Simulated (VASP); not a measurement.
# CH₃Cl: convergence, relaxation of the atoms

CH₃Cl, molecule in box, 5 atoms in the cell. PBE, relaxation of the atoms; PAW potentials C, Cl, H (PBE set). VASP 6.6.1.

Wanted: energy within 1 meV/atom; two shortest distances of each atom within 0.01 Å.

POSCAR:
```
H3CCl
1.0
   12.0000000000      0.0000000000      0.0000000000
    0.0000000000     11.0000000000      0.0000000000
    0.0000000000      0.0000000000     11.0000000000
C Cl H
1 1 3
Direct
    0.4706820000      0.4914230000      0.5026530000
    0.5936880000      0.4646050000      0.4375830000
    0.4519280000      0.4239630000      0.5749950000
    0.4071260000      0.4766910000      0.4338880000
    0.4633600000      0.5770130000      0.5342440000
```

The series start from Force threshold EDIFFG (eV/Å): -0.02; Electronic threshold EDIFF (eV): 1e-6; Relaxation method: conjugate gradient, POTIM 0.5; Mixing and least electronic steps: default. Each series keeps the choices made before it, and each single choice may use up half of a tolerance.

## Force threshold EDIFFG (eV/Å)

| Force threshold EDIFFG (eV/Å) | Energy less reference (meV/atom) | Two shortest distances of each atom, largest deviation (Å) | Time (s) |
|---|---|---|---|
| -0.1 | 0.0 | 0.003 | 45 |
| -0.05 | 0.0 | 0.003 | 60 |
| -0.03 | 0.0 | 0.003 | 58 |
| -0.02 | 0.0 | 0.001 | 46 |
| -0.01 | 0.0 | 0.001 | 57 |
| -0.005 | 0.0 | 0.000 | 57 |
| -0.002 (reference) | 0.0 | 0.000 | 77 |

## Electronic threshold EDIFF (eV)

| Electronic threshold EDIFF (eV) | Energy less reference (meV/atom) | Two shortest distances of each atom, largest deviation (Å) | Time (s) |
|---|---|---|---|
| 0.001 | 0.0 | 0.001 | 22 |
| 0.0001 | 0.0 | 0.001 | 34 |
| 1e-5 | 0.0 | 0.000 | 42 |
| 1e-6 | 0.0 | 0.000 | 45 |
| 1e-7 (reference) | 0.0 | 0.000 | 60 |

## Relaxation method

| Relaxation method | Energy less reference (meV/atom) | Two shortest distances of each atom, largest deviation (Å) | Time (s) |
|---|---|---|---|
| conjugate gradient, POTIM 0.5 | 0.0 | 0.000 | 22 |
| conjugate gradient, POTIM 0.2 | 0.0 | 0.001 | 25 |
| conjugate gradient, POTIM 1.0 | 0.0 | 0.002 | 29 |
| quasi-Newton, POTIM 0.5 | 0.1 | 0.005 | 18 |
| quasi-Newton, POTIM 0.3, 10 steps kept | 0.3 | 0.011 | 15 |
| quasi-Newton, POTIM 0.5, at least 5 electronic steps | 0.0 | 0.004 | 23 |
| damped dynamics, POTIM 0.2, SMASS 0.4 | 0.0 | 0.002 | 61 |
| damped dynamics, POTIM 0.4, SMASS 0.8 | no result | no result | 1470 |
| velocity quench, POTIM 0.1 | 0.0 | 0.002 | 70 |

## Mixing and least electronic steps

| Mixing and least electronic steps | Energy less reference (meV/atom) | Two shortest distances of each atom, largest deviation (Å) | SCF iterations | Time (s) |
|---|---|---|---|---|
| default | 0.0 | 0.000 | 38 | 22 |
| MAXMIX 40 | 0.0 | 0.001 | 43 | 27 |
| NELMIN 4 | 0.0 | 0.000 | 53 | 27 |
| NELMIN 4, MAXMIX 40 | 0.0 | 0.001 | 59 | 31 |
| ALGO Fast | 0.0 | 0.002 | 44 | 19 |

## Question

The rows run from the loosest to the tightest (no order: relaxation method, mixing and least electronic steps). For each series: choose the loosest value from which every tighter one stays within half of the tolerance; where there is no order, keep the first row unless others stay within half of the tolerance and take at least 30 % less time, and then take the fastest.

## Answer

- Force threshold EDIFFG (eV/Å): -0.1
- Electronic threshold EDIFF (eV): 0.001
- Relaxation method: conjugate gradient, POTIM 0.5
- Mixing and least electronic steps: default

## All choices together

| Input | Energy less reference (meV/atom) | Two shortest distances of each atom, largest deviation (Å) | Time (s) |
|---|---|---|---|
| program defaults (naive) | 0.0 | 0.002 | 32 |
| chosen settings | 0.0 | 0.003 | 22 |
| reference settings throughout | 0.0 | 0.000 | 91 |

The tolerance is met.

## The input

INCAR:
```
ALGO = Normal
EDIFF = 0.001
EDIFFG = -0.1
ENCUT = 400
IBRION = 2
ISIF = 2
ISMEAR = 0
ISYM = 0
KPAR = 1
LASPH = True
LCHARG = False
LREAL = False
LWAVE = False
NELM = 100
NSW = 150
POTIM = 0.5
PREC = Normal
SIGMA = 0.01
```

KPOINTS:
```
k-points
0
Gamma
  1 1 1
```

Commands:
```
cat potpaw_PBE.64/C/POTCAR potpaw_PBE.64/Cl/POTCAR potpaw_PBE.64/H/POTCAR > POTCAR
mpirun -np 4 vasp_gam > vasp.out
```

The naive input happens to agree within the tolerance here, in 32 s.

The chosen input took VASP 6.6.1 22 s on 4 cores (Intel Xeon 6975P-C (Granite Rapids)), a shared host.

## An input that fails: ionic step far too long

What the run shows: internal error in: us.F  at line: 1398 internal ERROR SETYLM_AUG: 1 -97 657 105 0 22 -98 If you are not a developer, you should not encounter this problem. Please submit a bug report.

Changes against the starting input:
```
- NELM = 100
- IBRION = 2
- NSW = 150
- POTIM = 0.5
+ NELM = 60
+ IBRION = 3
+ NSW = 30
+ POTIM = 5.0
+ SMASS = 0.4
```
